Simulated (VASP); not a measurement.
# ZrC (Fm-3m) in VASP: RPA correlation energy with PBE

Aim: the RPA correlation energy of ZrC with PBE.

Program: VASP 6.6.1. These are calculated values, not measurements. Logs are shortened: lines on timing, memory, paths and dates and some standing lists are left out, and cuts for length are marked.

### 1 The crystal as given

The structure is cubic, space group Fm-3m (No. 225). The conventional cell has a = 4.671 Å, b = 4.671 Å, c = 4.671 Å, α = 90.00°, β = 90.00°, γ = 90.00°. Around Zr (site symmetry m-3m) lie 6 C at 2.34 Å. Around C (site symmetry m-3m) lie 6 Zr at 2.34 Å.

### 2 RPA correlation energy, PBE

POSCAR

```
ZrC
1.0
    0.0000000000      2.3355300000      2.3355300000
    2.3355300000      0.0000000000      2.3355300000
    2.3355300000      2.3355300000      0.0000000000
Zr C
1 1
Direct
    0.5000000000      0.5000000000      0.5000000000
    0.0000000000      0.0000000000      0.0000000000
```

INCAR.step1

```
SYSTEM = ZrC
  ALGO = Fast
  EDIFF = 1E-8
  ENCUT = 450
  GGA = PE
  ISMEAR = 0
  LASPH = .True.
  LCHARG = .False.
  LREAL = .False.
  LWAVE = .True.
  NELM = 60
  PREC = Accurate
  SIGMA = 0.05
```

INCAR.step2

```
SYSTEM = ZrC
  AEXX = 1.0
  AGGAC = 0.0
  ALDAC = 0.0
  ALGO = EIGENVAL
  EDIFF = 1E-8
  ENCUT = 450
  GGA = PE
  ISMEAR = 0
  ISTART = 1
  LASPH = .True.
  LCHARG = .False.
  LHFCALC = .True.
  LREAL = .False.
  LWAVE = .False.
  NELM = 1
  PREC = Accurate
  PRECFOCK = Fast
  SIGMA = 0.05
```

INCAR.step3

```
SYSTEM = ZrC
  ALGO = Exact
  EDIFF = 1E-8
  ENCUT = 450
  GGA = PE
  ISMEAR = 0
  ISTART = 1
  LASPH = .True.
  LCHARG = .False.
  LOPTICS = .True.
  LREAL = .False.
  LWAVE = .True.
  NBANDS = 568
  NELM = 1
  PREC = Accurate
  SIGMA = 0.05
```

INCAR.step4

```
SYSTEM = ZrC
  ALGO = ACFDT
  EDIFF = 1E-8
  ENCUT = 450
  ENCUTGW = 250
  GGA = PE
  ISMEAR = 0
  ISTART = 1
  LASPH = .True.
  LCHARG = .False.
  LREAL = .False.
  LWAVE = .False.
  NBANDS = 568
  NELM = 60
  NOMEGA = 12
  PREC = Accurate
  PRECFOCK = Fast
  SIGMA = 0.05
```

KPOINTS

```
k-points
0
Gamma
  6 6 6
  0 0 0
```

Potentials or basis: VASP PAW PBE potentials, release 64 (Zr_sv_GW, C_GW).

Run with:

```console
> cat potpaw_PBE.64/Zr_sv_GW/POTCAR potpaw_PBE.64/C_GW/POTCAR > POTCAR
> cp INCAR.step1 INCAR
> mpirun -np 1 vasp_std > vasp.out
> cp INCAR.step2 INCAR
> mpirun -np 1 vasp_std > vasp.out
> cp INCAR.step3 INCAR
> mpirun -np 1 vasp_std > vasp.out
> cp INCAR.step4 INCAR
> mpirun -np 1 vasp_std > vasp.out
```

OUTCAR:

```text
SYSTEM = ZrC
   EDIFF = 1E-8
   ENCUT = 450
   ENCUTGW = 250
   GGA = PE
   ISMEAR = 0
   ISTART = 1
   LASPH = .True.
   LREAL = .False.
   NELM = 60
   PREC = Accurate
   PRECFOCK = Fast

 ion  position               nearest neighbor table
   1  0.500  0.500  0.500-   2 2.34   2 2.34   2 2.34   2 2.34   2 2.34   2 2.34
   2  0.000  0.000  0.000-   1 2.34   1 2.34   1 2.34   1 2.34   1 2.34   1 2.34

  LATTYP: Found a face centered cubic cell.
 ALAT       =     4.6710600000

  Lattice vectors:

 A1 = (   0.0000000000,   2.3355300000,   2.3355300000)
 A2 = (   2.3355300000,   0.0000000000,   2.3355300000)
 A3 = (   2.3355300000,   2.3355300000,   0.0000000000)

Analysis of symmetry for initial positions (statically):
=====================================================================
 Subroutine PRICEL returns:
 Original cell was already a primitive cell.

 Routine SETGRP: Setting up the symmetry group for a
 face centered cubic supercell.

 Subroutine GETGRP returns: Found 48 space group operations
 (whereof 48 operations were pure point group operations)
 out of a pool of 48 trial point group operations.

The static configuration has the point symmetry O_h .

Analysis of symmetry for dynamics (positions and initial velocities):
=====================================================================
 Subroutine PRICEL returns:
 Original cell was already a primitive cell.

 Routine SETGRP: Setting up the symmetry group for a
 face centered cubic supercell.

 Subroutine GETGRP returns: Found 48 space group operations
 (whereof 48 operations were pure point group operations)
 out of a pool of 48 trial point group operations.

The dynamic configuration has the point symmetry O_h .

 Subroutine INISYM returns: Found 48 space group operations
 (whereof 48 operations are pure point group operations),
 and found     1 'primitive' translations

----------------------------------------------------------------------------------------

                                     Primitive cell

  volume of cell :      25.4792

  direct lattice vectors                    reciprocal lattice vectors
     0.000000000  2.335530000  2.335530000    -0.214084169  0.214084169  0.214084169
     2.335530000  0.000000000  2.335530000     0.214084169 -0.214084169  0.214084169
     2.335530000  2.335530000  0.000000000     0.214084169  0.214084169 -0.214084169

  length of vectors
     3.302938201  3.302938201  3.302938201     0.370804658  0.370804658  0.370804658

  position of ions in fractional coordinates (direct lattice)
     0.500000000  0.500000000  0.500000000
     0.000000000  0.000000000  0.000000000

  ion indices of the primitive-cell ions
   primitive index   ion index
                 1           1
                 2           2

----------------------------------------------------------------------------------------

 KPOINTS: k-points

Automatic generation of k-mesh.
 Grid dimensions read from file:
 generate k-points for:    6    6    6

 Generating k-lattice:

  Cartesian coordinates                     Fractional coordinates (reciprocal lattice)
    -0.035680695  0.035680695  0.035680695     0.166666667  0.000000000  0.000000000
     0.035680695 -0.035680695  0.035680695     0.000000000  0.166666667  0.000000000
     0.035680695  0.035680695 -0.035680695     0.000000000  0.000000000  0.166666667

  Length of vectors
     0.061800776  0.061800776  0.061800776

  Shift w.r.t. Gamma in fractional coordinates (k-lattice)
     0.000000000  0.000000000  0.000000000

 Subroutine IBZKPT returns following result:
 ===========================================

 Found     16 irreducible k-points:

 Following reciprocal coordinates:
            Coordinates               Weight
  0.000000  0.000000  0.000000      1.000000
  0.166667  0.000000  0.000000      8.000000
  0.333333  0.000000  0.000000      8.000000
  0.500000  0.000000  0.000000      4.000000
  0.166667  0.166667  0.000000      6.000000
  0.333333  0.166667  0.000000     24.000000
[... 8 lines left out ...]
 -0.333333  0.333333  0.166667     24.000000
 -0.333333  0.500000  0.166667     12.000000
   k-points           NKPTS =     16   k-points in BZ     NKDIM =    216   number of bands    NBANDS=    568
   number of dos      NEDOS =    301   number of ions     NIONS =      2
   total plane-waves  NPLWV =  13824
   dimension x,y,z NGX =    24 NGY =   24 NGZ =   24
   dimension x,y,z NGXF=    48 NGYF=   48 NGZF=   48
   ions per type =               1   1
   NGX,Y,Z   is equivalent  to a cutoff of  12.08, 12.08, 12.08 a.u.
   NGXF,Y,Z  is equivalent  to a cutoff of  24.16, 24.16, 24.16 a.u.
 SYSTEM =  ZrC
   PREC   = accura    normal or accurate (medium, high low for compatibility)
   ISTART =      1    job   : 0-new  1-cont  2-samecut
   ICHARG =      0    charge: 1-file 2-atom 10-const
   ISPIN  =      1    spin polarized calculation?
   LNONCOLLINEAR =      F non collinear calculations
   LSORBIT =      F    spin-orbit coupling
   LASPH  =      T    aspherical Exc in radial PAW
   ENCUT  =  450.0 eV  33.07 Ry    5.75 a.u.   5.71  5.71  5.71*2*pi/ulx,y,z
   NELM   =     60;   NELMIN=  2; NELMDL=  0     # of ELM steps
   EDIFF  = 0.1E-07   stopping-criterion for ELM
   LREAL  =      F    real-space projection
   EDIFFG = 0.1E-06   stopping-criterion for IOM
   NSW    =      0    number of steps for IOM
   IBRION =     -1    ionic relax: 0-MD 1-quasi-New 2-CG
   NFREE  =      0    steps in history (QN), initial steepest desc. (CG)
   ISIF   =      0    stress and relaxation
   ISYM   =      3    0-nonsym 1-usesym 2-fastsym
   POTIM  = 0.5000    time-step for ionic-motion
   TEBEG  =    0.0;   TEEND  =   0.0 temperature during run
   PSTRESS=    0.0 pullay stress
   NELECT =      16.0000    total number of electrons
   NUPDOWN=      -1.0000    fix difference up-down
   EMIN   =  10.00;   EMAX   =-10.00  energy-range for DOS
   EFERMI =   0.00;   METHOD = LEGACY
   ISMEAR =     0;   SIGMA  =   0.05  broadening in eV -4-tet -1-fermi 0-gaus
   EFERMI_NEDOS =   21; number of points for ismear=-14 and -15
   IALGO  =     38    algorithm
   IMIX   =      4    mixing-type and parameters
     AMIX     =   0.40;   BMIX     =  1.00
     AMIX_MAG =   1.60;   BMIX_MAG =  1.00
  volume/ion in A,a.u.               =      12.74        85.97
  Fermi-wavevector in a.u.,A,eV,Ry     =   1.401908  2.649221 26.740139  1.965345
  Thomas-Fermi vector in A             =   2.524722
   LORBIT       =      0    0 simple, 1 ext, 2 COOP (PROOUT), +10 PAW based schemes
   GGA     = PE    functional components
   LHFCALC =     T    Hartree Fock is set to
   PRECFOCK=fast      Normal, Fast or Accurate (Low or Medium for compatibility)
   ENCUT4O =  -1.0   cutoff for four orbital integrals eV
   NKREDX  =     1    reduce k-point grid by
   NKREDY  =     1    reduce k-point grid by
   NKREDZ  =     1    reduce k-point grid by
   AEXX    =    1.0000 exact exchange contribution
   HFSCREEN=    0.0000 screening length (either q_TF or 0.3 A-1)
   HFSCREENC=   0.0000 screening length for correlation (either q_TF or 0.3 A-1)
   ENCUTFOCK=  -1.0 apply spherical cutoff to Coloumb kernel
   IVDW    =     0    specifies the selected vdW correction
   LEPSILON=     F    determine dielectric tensor
   LRPA    =     F    only Hartree local field effects (RPA)
   LRPAFORCE           =     F    calculate RPA forces
   ENCUTGW             = 250.0    cutoff for response function in eV
   ENCUTGWSOFT         = 200.0    soft cutoff for Coulomb kernel in GW response function in eV
   ENCUTLF             =  -1.0    cutoff for local field effects
   NELMGW              =     1    number of iterations in solving QP/BSE equation
   NELMHF              =     1    number of iterations in the inner HF iteration
   NKREDLFX            =     1    NKREDLFY  =   1   NKREDLFZ  =   1
 non-spin polarized calculation
 Gauss-broadening in eV      SIGMA  =   0.05
  energy-cutoff  :      450.00
  volume of cell :       25.48
 maximum number of plane-waves:       568
  NGX = 14; NGY = 14; NGZ = 14
   NGX = 11   NGY = 11   NGZ = 11
 maximum number of plane-waves:       259

      cutoff energy     smooth cutoff   RPA   correlation   Hartree contr. to MP2
---------------------------------------------------------------------------------
            250.000           200.000      -25.4825725703      -54.1608166404
            238.095           190.476      -25.2944258262      -53.9528920337
            226.757           181.406      -25.0973215801      -53.7343256417
            215.959           172.768      -24.8916392839      -53.5053456228
            205.676           164.541      -24.6771994288      -53.2655110341
            195.882           156.705      -24.4542946087      -53.0149036374
            186.554           149.243      -24.2229485250      -52.7532374066
            177.670           142.136      -23.9830220491      -52.4800235502
  linear regression
  converged value                          -27.7004447616      -56.6503267175
```

OUTCAR.step2:

```text
SYSTEM = ZrC
   AEXX = 1.0
   EDIFF = 1E-8
   ENCUT = 450
   GGA = PE
   ISMEAR = 0
[... 455 lines left out ...]
      2.33553      2.33553      2.33553         0.000000      0.000000     -0.000000
      0.00000      0.00000      0.00000        -0.000000     -0.000000      0.000000
 -----------------------------------------------------------------------------------
    total drift:                               -0.000000     -0.000000     -0.000000

  FREE ENERGIE OF THE ION-ELECTRON SYSTEM (eV)
  ---------------------------------------------------
  free  energy   TOTEN  =       -34.2954524787 eV

  energy  without entropy=      -34.2954524266  energy(sigma->0) =      -34.29545245
```

Run time: 45 min. Hardware: 1 thread of Intel Xeon Platinum 8559C (Emerald Rapids), shared host; peak memory 1.4 GiB.

What came out:

* Band gap on the k mesh, mean-field level: none (metal or under the smearing width)
* RPA correlation energy: -13.850 eV/atom
* RPA total energy per cell: -61.996 eV
* RPA correlation energy per cell: -27.700 eV

Caveat: the k mesh is coarse (spacing up to 0.39 Å⁻¹), so the values aren't converged; the ground state has no gap, which makes the many-body step unreliable.
